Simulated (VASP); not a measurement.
# How smearing and PAW data sets change a VASP run on Al2Pt, part 2 of 3

Aim: find what the smearing and PAW data sets change for Al2Pt, and what they cost. The atoms are off their equilibrium sites, so that forces can be compared too. The series runs use PBE. The atoms of the start are displaced at random from the sites of a Fm-3m cell.

VASP 6.6.1, plane waves and PAW; the level of theory is named at each step.

So far. Step 6 (Smearing: ISMEAR = 0, SIGMA = 0.5): Against the run before the energy at zero width moves by -1.59 meV an atom and the pressure by +0.13 GPa, after 13 cycles in 21 s. The entropy term T·S comes to 52.38 meV an atom in size.

The database entry behind the starting cell differs from later determinations by our own check (0.1 to 0.3 % short, probably kX units), so it need not match the best structure at ambient conditions.

## 7. Smearing: ISMEAR = 2, SIGMA = 0.01

Level of this step: PBE; plane waves and PAW (Al, Pt) (VASP).

INCAR reads:

```
SYSTEM = Al2Pt
PREC = Accurate
ENCUT = 400
EDIFF = 1E-06
NELM = 100
ISMEAR = 2
SIGMA = 0.01
LREAL = .FALSE.
ALGO = Normal
GGA = PE
NBANDS = 14
LASPH = .TRUE.
LORBIT = 11
LWAVE = .FALSE.
LCHARG = .FALSE.
KPAR = 4
ISIF = 2
```

POSCAR reads:

```
Al2Pt
1.0
    0.0000000000      2.9550000000      2.9550000000
    2.9550000000      0.0000000000      2.9550000000
    2.9550000000      2.9550000000      0.0000000000
Al Pt
2 1
Direct
    0.2617280000      0.2349500000      0.2443600000
    0.7540240000      0.7533590000      0.7435730000
    0.0010320000     -0.0011870000      0.0064700000
```

KPOINTS reads:

```
Automatic mesh
0
Gamma
8 8 8
0 0 0
```

Potentials, in the order of the species: Al and Pt (PBE family, release 64).

Run with:

```sh
$ mpirun -np 4 vasp_std
```

Output:

```text
[... set-up lines as in an earlier step ...]
 entering main loop
       N       E                     dE             d eps       ncg     rms          rms(c)
DAV:   1     0.374850397766E+02    0.37485E+02   -0.57076E+03  7672   0.776E+02
DAV:   2    -0.155670812837E+02   -0.53052E+02   -0.47477E+02  8882   0.153E+02
DAV:   3    -0.167691893426E+02   -0.12021E+01   -0.11928E+01  9328   0.221E+01
DAV:   4    -0.167786671114E+02   -0.94778E-02   -0.94769E-02  8396   0.233E+00
[...]
DAV:  11    -0.162098105986E+02    0.11692E-05   -0.22077E-05  9056   0.435E-02    0.632E-03
DAV:  12    -0.162098122346E+02   -0.16360E-05   -0.33057E-06  8302   0.117E-02    0.321E-03
DAV:  13    -0.162098123884E+02   -0.15379E-06   -0.52043E-07  6106   0.480E-03
   1 F= -.16209812E+02 E0= -.16209812E+02  d E =-.305824E-05
```

It took 21 s on 4 MPI ranks of AMD EPYC 9R14 (Zen 4), shared host; peak memory 0.92 GiB; 78 s of CPU time.

OUTCAR, selected parts (step 7):

```text
  Total        0.8478313      0.7773626      0.8160329      0.2845248      0.4690033     -0.2205393
  in kB       26.3219211     24.1341371     25.3347014      8.8334088     14.5607607     -6.8469027
  external PRESSURE =      25.2635865 kB  Pullay stress =       0.0000000 kB

 POSITION                                       TOTAL-FORCE (eV/Angst)
 -----------------------------------------------------------------------------------
      1.41636      1.49549      1.46768         0.427179     -0.004758      0.094343
      4.42343      4.42540      4.45432         0.032121      0.173313     -0.157247
      2.97061      0.02217      2.95454        -0.459301     -0.168555      0.062905
 -----------------------------------------------------------------------------------
    total drift:                               -0.000343     -0.000062      0.000051

  FREE ENERGIE OF THE ION-ELECTRON SYSTEM (eV)
  ---------------------------------------------------
  free  energy   TOTEN  =       -16.2098123884 eV

  energy  without entropy=      -16.2098093302  energy(sigma->0) =      -16.20981162

[... 2 parts as in an earlier step ...]

[... 1 further part left out ...]
[key lines of the parts left out:]
E-fermi :   7.8594
```

Against the first of the series the energy at zero width stays within 0.01 meV an atom and the pressure within 0.01 GPa, after 13 cycles in 21 s. The entropy term T·S comes to 0.00 meV an atom in size.

## 8. Smearing: ISMEAR = 2, SIGMA = 0.05

Edit INCAR of step 7 so:

```diff
@@ -6,3 +6,3 @@
 ISMEAR = 2
-SIGMA = 0.01
+SIGMA = 0.05
 LREAL = .FALSE.
```

POSCAR is that of step 7.

KPOINTS is that of step 7.

Run with:

```sh
$ mpirun -np 4 vasp_std
```

Output:

```text
[... set-up lines as in an earlier step ...]
 entering main loop
       N       E                     dE             d eps       ncg     rms          rms(c)
DAV:   1     0.374850177467E+02    0.37485E+02   -0.57076E+03  7672   0.776E+02
DAV:   2    -0.155670666486E+02   -0.53052E+02   -0.47478E+02  8882   0.153E+02
DAV:   3    -0.167692630550E+02   -0.12022E+01   -0.11929E+01  9328   0.221E+01
DAV:   4    -0.167787520509E+02   -0.94890E-02   -0.94879E-02  8396   0.234E+00
[...]
DAV:  11    -0.162098686159E+02   -0.50792E-06   -0.24903E-05  8846   0.451E-02    0.615E-03
DAV:  12    -0.162098700192E+02   -0.14033E-05   -0.35429E-06  8488   0.139E-02    0.335E-03
DAV:  13    -0.162098701580E+02   -0.13885E-06   -0.60147E-07  5992   0.482E-03
   1 F= -.16209870E+02 E0= -.16209813E+02  d E =-.229182E-03
```

Wall time 21 s (4 MPI ranks); peak memory 0.93 GiB.

From OUTCAR (step 8):

```text
  Total        0.8555162      0.7807603      0.8072560      0.2981307      0.4351840     -0.2287238
  in kB       26.5605074     24.2396236     25.0622133      9.2558176     13.5107987     -7.1009988
  external PRESSURE =      25.2874481 kB  Pullay stress =       0.0000000 kB

 POSITION                                       TOTAL-FORCE (eV/Angst)
 -----------------------------------------------------------------------------------
      1.41636      1.49549      1.46768         0.432094     -0.004488      0.096525
      4.42343      4.42540      4.45432         0.027029      0.173237     -0.159593
      2.97061      0.02217      2.95454        -0.459123     -0.168749      0.063068
 -----------------------------------------------------------------------------------
    total drift:                               -0.000351     -0.000062      0.000048

  FREE ENERGIE OF THE ION-ELECTRON SYSTEM (eV)
  ---------------------------------------------------
  free  energy   TOTEN  =       -16.2098701580 eV

  energy  without entropy=      -16.2096409763  energy(sigma->0) =      -16.20981286

[... 2 parts as in an earlier step ...]

[... 1 further part left out ...]
[key lines of the parts left out:]
E-fermi :   7.8580
```

Against the run before the energy at zero width stays within 0.01 meV an atom and the pressure within 0.01 GPa, after 13 cycles in 21 s. The entropy term T·S comes to 0.08 meV an atom in size.

## 9. Smearing: ISMEAR = 2, SIGMA = 0.1

Edit INCAR of step 8 so:

```diff
@@ -6,3 +6,3 @@
 ISMEAR = 2
-SIGMA = 0.05
+SIGMA = 0.1
 LREAL = .FALSE.
```

POSCAR is that of step 8.

KPOINTS is that of step 8.

Run with:

```sh
$ mpirun -np 4 vasp_std
```

Output:

```text
[... set-up lines as in an earlier step ...]
 entering main loop
       N       E                     dE             d eps       ncg     rms          rms(c)
DAV:   1     0.374849226634E+02    0.37485E+02   -0.57076E+03  7672   0.776E+02
DAV:   2    -0.155670272774E+02   -0.53052E+02   -0.47485E+02  8882   0.153E+02
DAV:   3    -0.167694071583E+02   -0.12024E+01   -0.11933E+01  9328   0.221E+01
DAV:   4    -0.167788930782E+02   -0.94859E-02   -0.94847E-02  8396   0.234E+00
[...]
DAV:  11    -0.162100241032E+02   -0.25085E-06   -0.23937E-05  8822   0.444E-02    0.624E-03
DAV:  12    -0.162100255831E+02   -0.14799E-05   -0.35674E-06  8428   0.133E-02    0.319E-03
DAV:  13    -0.162100257000E+02   -0.11693E-06   -0.55367E-07  6034   0.475E-03
   1 F= -.16210026E+02 E0= -.16210149E+02  d E =0.491994E-03
```

It took 21 s on 4 MPI ranks; peak memory 0.92 GiB.

OUTCAR, selected parts (step 9):

```text
  Total        0.8363285      0.7982630      0.8148307      0.3160698      0.4515377     -0.2460892
  in kB       25.9648017     24.7830152     25.2973781      9.8127604     14.0185192     -7.6401292
  external PRESSURE =      25.3483984 kB  Pullay stress =       0.0000000 kB

 POSITION                                       TOTAL-FORCE (eV/Angst)
 -----------------------------------------------------------------------------------
      1.41636      1.49549      1.46768         0.429740     -0.003020      0.095044
      4.42343      4.42540      4.45432         0.027625      0.171369     -0.157936
      2.97061      0.02217      2.95454        -0.457365     -0.168348      0.062892
 -----------------------------------------------------------------------------------
    total drift:                               -0.000363     -0.000067      0.000050

  FREE ENERGIE OF THE ION-ELECTRON SYSTEM (eV)
  ---------------------------------------------------
  free  energy   TOTEN  =       -16.2100257000 eV

  energy  without entropy=      -16.2105176937  energy(sigma->0) =      -16.21014870

[... 2 parts as in an earlier step ...]

[... 1 further part left out ...]
[key lines of the parts left out:]
E-fermi :   7.8528
```

Against the run before the energy at zero width moves by -0.11 meV an atom and the pressure by +0.01 GPa, after 13 cycles in 21 s. The entropy term T·S comes to 0.16 meV an atom in size.

## 10. Smearing: ISMEAR = 2, SIGMA = 0.2

Edit INCAR of step 9 so:

```diff
@@ -6,3 +6,3 @@
 ISMEAR = 2
-SIGMA = 0.1
+SIGMA = 0.2
 LREAL = .FALSE.
```

POSCAR is that of step 9.

KPOINTS is that of step 9.

Run with:

```sh
$ mpirun -np 4 vasp_std
```

Output:

```text
[... set-up lines as in an earlier step ...]
 entering main loop
       N       E                     dE             d eps       ncg     rms          rms(c)
DAV:   1     0.374847596921E+02    0.37485E+02   -0.57076E+03  7672   0.776E+02
DAV:   2    -0.155675167151E+02   -0.53052E+02   -0.47469E+02  8882   0.153E+02
DAV:   3    -0.167702514917E+02   -0.12027E+01   -0.11941E+01  9328   0.221E+01
DAV:   4    -0.167797281606E+02   -0.94767E-02   -0.94755E-02  8396   0.233E+00
[...]
DAV:  11    -0.162094001302E+02   -0.21838E-07   -0.24415E-05  8828   0.452E-02    0.614E-03
DAV:  12    -0.162094016632E+02   -0.15330E-05   -0.35435E-06  8416   0.131E-02    0.317E-03
DAV:  13    -0.162094017842E+02   -0.12100E-06   -0.55164E-07  6046   0.471E-03
   1 F= -.16209402E+02 E0= -.16209399E+02  d E =-.119261E-04
```

It took 21 s on 4 MPI ranks; peak memory 0.92 GiB.

OUTCAR, selected parts (step 10):

```text
  Total        0.8111313      0.8219885      0.8291564      0.3093419      0.4580926     -0.2335968
  in kB       25.1825275     25.5195995     25.7421355      9.6038829     14.2220240     -7.2522885
  external PRESSURE =      25.4814209 kB  Pullay stress =       0.0000000 kB

 POSITION                                       TOTAL-FORCE (eV/Angst)
 -----------------------------------------------------------------------------------
      1.41636      1.49549      1.46768         0.429392     -0.009492      0.100144
      4.42343      4.42540      4.45432         0.026644      0.177565     -0.162852
      2.97061      0.02217      2.95454        -0.456036     -0.168073      0.062709
 -----------------------------------------------------------------------------------
    total drift:                               -0.000370     -0.000071      0.000052

  FREE ENERGIE OF THE ION-ELECTRON SYSTEM (eV)
  ---------------------------------------------------
  free  energy   TOTEN  =       -16.2094017842 eV

  energy  without entropy=      -16.2093898581  energy(sigma->0) =      -16.20939880

[... 2 parts as in an earlier step ...]

[... 1 further part left out ...]
[key lines of the parts left out:]
E-fermi :   7.8607
```

Against the run before the energy at zero width moves by +0.25 meV an atom and the pressure by +0.01 GPa, after 13 cycles in 21 s. The entropy term T·S comes to 0.00 meV an atom in size.

## 11. Smearing: ISMEAR = 2, SIGMA = 0.5

Edit INCAR of step 10 so:

```diff
@@ -6,3 +6,3 @@
 ISMEAR = 2
-SIGMA = 0.2
+SIGMA = 0.5
 LREAL = .FALSE.
```

POSCAR is that of step 10.

KPOINTS is that of step 10.

Run with:

```sh
$ mpirun -np 4 vasp_std
```

Output:

```text
[... set-up lines as in an earlier step ...]
 entering main loop
       N       E                     dE             d eps       ncg     rms          rms(c)
DAV:   1     0.374848626953E+02    0.37485E+02   -0.57076E+03  7672   0.776E+02
DAV:   2    -0.155711825640E+02   -0.53056E+02   -0.47468E+02  8882   0.153E+02
DAV:   3    -0.167734496327E+02   -0.12023E+01   -0.11946E+01  9328   0.221E+01
DAV:   4    -0.167828901910E+02   -0.94406E-02   -0.94395E-02  8396   0.233E+00
[...]
DAV:  11    -0.162121456267E+02    0.47531E-06   -0.23735E-05  8906   0.447E-02    0.613E-03
DAV:  12    -0.162121471979E+02   -0.15712E-05   -0.34956E-06  8326   0.126E-02    0.311E-03
DAV:  13    -0.162121473175E+02   -0.11962E-06   -0.53537E-07  6124   0.466E-03
   1 F= -.16212147E+02 E0= -.16210608E+02  d E =-.615612E-02
```

Run time: 22 s. Hardware: 4 MPI ranks; peak memory 0.93 GiB; 83 s of CPU time.

From OUTCAR (step 11):

```text
  Total        0.8148506      0.8295926      0.8350167      0.2829198      0.4234914     -0.2085352
  in kB       25.2979958     25.7556783     25.9240767      8.7835775     13.1477888     -6.4742207
  external PRESSURE =      25.6592503 kB  Pullay stress =       0.0000000 kB

 POSITION                                       TOTAL-FORCE (eV/Angst)
 -----------------------------------------------------------------------------------
      1.41636      1.49549      1.46768         0.442145     -0.016888      0.108754
      4.42343      4.42540      4.45432         0.015983      0.185857     -0.171841
      2.97061      0.02217      2.95454        -0.458128     -0.168969      0.063087
 -----------------------------------------------------------------------------------
    total drift:                               -0.000372     -0.000073      0.000053

  FREE ENERGIE OF THE ION-ELECTRON SYSTEM (eV)
  ---------------------------------------------------
  free  energy   TOTEN  =       -16.2121473175 eV

  energy  without entropy=      -16.2059911968  energy(sigma->0) =      -16.21060829

[... 2 parts as in an earlier step ...]

[... 1 further part left out ...]
[key lines of the parts left out:]
E-fermi :   7.9163
```

Against the run before the energy at zero width moves by -0.40 meV an atom and the pressure by +0.02 GPa, after 13 cycles in 22 s. The entropy term T·S comes to 2.05 meV an atom in size.

## 12. Smearing: ISMEAR = -5

Edit INCAR of step 11 so:

```diff
@@ -5,4 +5,4 @@
 NELM = 100
-ISMEAR = 2
-SIGMA = 0.5
+ISMEAR = -5
+SIGMA = 0.05
 LREAL = .FALSE.
```

POSCAR is that of step 11.

KPOINTS is that of step 11.

Run with:

```sh
$ mpirun -np 4 vasp_std
```

Output:

```text
[... set-up lines as in an earlier step ...]
 entering main loop
       N       E                     dE             d eps       ncg     rms          rms(c)
DAV:   1     0.374933560695E+02    0.37493E+02   -0.57076E+03  7672   0.776E+02
DAV:   2    -0.155855340046E+02   -0.53079E+02   -0.47217E+02  8882   0.153E+02
DAV:   3    -0.167874098087E+02   -0.12019E+01   -0.11943E+01  9328   0.221E+01
DAV:   4    -0.167968664584E+02   -0.94566E-02   -0.94668E-02  8396   0.233E+00
[...]
DAV:  11    -0.162252881976E+02   -0.76736E-05   -0.24000E-05  8894   0.452E-02    0.605E-03
DAV:  12    -0.162252912331E+02   -0.30355E-05   -0.34619E-06  8392   0.127E-02    0.310E-03
DAV:  13    -0.162252912651E+02   -0.31979E-07   -0.54351E-07  6088   0.468E-03
   1 F= -.16225291E+02 E0= -.16225291E+02  d E =0.000000E+00
 -----------------------------------------------------------------------------
|                                                                             |
|           W    W    AA    RRRRR   N    N  II  N    N   GGGG   !!!           |
|           W    W   A  A   R    R  NN   N  II  NN   N  G    G  !!!           |
|           W    W  A    A  R    R  N N  N  II  N N  N  G       !!!           |
|           W WW W  AAAAAA  RRRRR   N  N N  II  N  N N  G  GGG   !            |
|           WW  WW  A    A  R   R   N   NN  II  N   NN  G    G                |
|           W    W  A    A  R    R  N    N  II  N    N   GGGG   !!!           |
|                                                                             |
|     Tetrahedron method does not include variations of the Fermi             |
|     occupations, so forces and stress will be inaccurate. We suggest        |
|     using a different smearing scheme ISMEAR = 1 or 2 for metals in         |
|     relaxations.                                                            |
|                                                                             |
 -----------------------------------------------------------------------------
```

The job ended after 21 s (4 MPI ranks; peak memory 0.94 GiB).

Parts of OUTCAR (step 12):

```text
  Total        0.8104706      0.8278703      0.8284321      0.2835503      0.4304243     -0.2082458
  in kB       25.1620125     25.7022069     25.7196501      8.8031513     13.3630292     -6.4652361
  external PRESSURE =      25.5279565 kB  Pullay stress =       0.0000000 kB

 POSITION                                       TOTAL-FORCE (eV/Angst)
 -----------------------------------------------------------------------------------
      1.41636      1.49549      1.46768         0.433099     -0.015907      0.105286
      4.42343      4.42540      4.45432         0.022932      0.183928     -0.167898
      2.97061      0.02217      2.95454        -0.456031     -0.168020      0.062612
 -----------------------------------------------------------------------------------
    total drift:                               -0.000374     -0.000072      0.000055

  FREE ENERGIE OF THE ION-ELECTRON SYSTEM (eV)
  ---------------------------------------------------
  free  energy   TOTEN  =       -16.2252912651 eV

  energy  without entropy=      -16.2252912651  energy(sigma->0) =      -16.22529127

[... 2 parts as in an earlier step ...]

[... 1 further part left out ...]
[key lines of the parts left out:]
E-fermi :   7.9069
```

With tetrahedra the forces and stress of a metal are not exact derivatives of the energy.

Against the first of the series the energy at zero width moves by -5.16 meV an atom and the pressure by +0.03 GPa, after 13 cycles in 21 s.

## 13. The smearing series as a table

This step: convergence of PBE results with the smearing; plane waves and PAW (VASP 6.6.1).

Derived from the runs above.

One cell and one 8×8×8 mesh. Free energy against width, by row:

```tsv
Gaussian width σ (eV)	free energy less that at the narrowest width (meV/atom)
0.01	0
0.05	-0.35
0.1	-1.27
0.2	-4.9
0.5	-27.94
```

Differences are taken from the run with ISMEAR = 0, SIGMA = 0.01. Results of the series, by row:

```tsv
setting	status	energy less the reference (meV/atom)	pressure (GPa)	largest force difference (meV/Å)	SCF cycles	wall time (s)
ISMEAR = 0, SIGMA = 0.01	converged	0	2.527	0	13	21
ISMEAR = 0, SIGMA = 0.05	converged	-0.04005	2.541	5.005	13	20
ISMEAR = 0, SIGMA = 0.1	converged	-0.06814	2.559	7.453	13	21
ISMEAR = 0, SIGMA = 0.2	converged	-0.1875	2.585	13.61	13	21
ISMEAR = 0, SIGMA = 0.5	converged	-1.774	2.72	18.04	13	21
ISMEAR = 2, SIGMA = 0.01	converged	0.001413	2.526	2.044	13	21
ISMEAR = 2, SIGMA = 0.05	converged	0.001	2.529	3.048	13	21
ISMEAR = 2, SIGMA = 0.1	converged	-0.1109	2.535	2.452	13	21
ISMEAR = 2, SIGMA = 0.2	converged	0.139	2.548	5.831	13	21
ISMEAR = 2, SIGMA = 0.5	converged	-0.2641	2.566	14.55	13	22
ISMEAR = -5	converged	-5.158	2.553	11.24	13	21
```

(Continued in part 3 of 3.)

[Lines on the potential files, build, host, timing and source positions are cut from VASP's logs without a mark.]

[Logs are printed without paths, hosts, clocks, repeated set-up lines and the standing remarks that a program may print on its own settings, such as how far it seeks lower states.]

[Hosts, paths, dates, database ids (printed as entryN), source tags and the programs' standing remarks are cut or masked in the printed files.]

[A measured line is paired with the nearest computed mode of its activity, which favours agreement.]
